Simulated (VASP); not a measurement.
Input of a VASP 6.6.1 run:

File INCAR:

```
PREC = Accurate
ENCUT = 520
EDIFF = 1E-7
ISMEAR = -1
SIGMA = 0.1
LREAL = False
LASPH = True
NELM = 80
ALGO = Normal
ISIF = 2
LWAVE = False
LCHARG = False
GGA = B5
ALDAX = 1.0
AGGAX = 1.0
AGGAC = 1.0
ALDAC = 0.0
NBANDS = 18
```

File KPOINTS:

```
regular mesh
0
Gamma
  14 14 7
```

POSCAR

```
Au
1.0
    3.0944778229      0.0000000000      0.0000000000
   -1.5472389114      2.6798964061      0.0000000000
    0.0000000000      0.0000000000      5.2636549039
Au
2
Direct
    0.3333333333      0.6666666667      0.2500000000
    0.6666666667      0.3333333333      0.7500000000
```

Potentials or basis: VASP PAW PBE potentials, release 64 (Au).

Command:

```bash
$ cat potpaw_PBE.64/Au/POTCAR > POTCAR
$ mpirun -np 1 vasp_std > vasp.out
```

**Question.** Predict the pressure.

**Answer.** -7.8 GPa.

**Question.** Predict the band gap on the k mesh.

**Answer.** None (metal or under the smearing width).

Stress tensor (GPa, compression positive):
```
-8.03  0.00  0.00
 0.00 -8.03  0.00
 0.00  0.00 -7.48
```

Caveat: the PAW data sets were made with another functional, which shifts forces and pressure a little. The run has no spin-orbit coupling, so splittings on Au are missing.
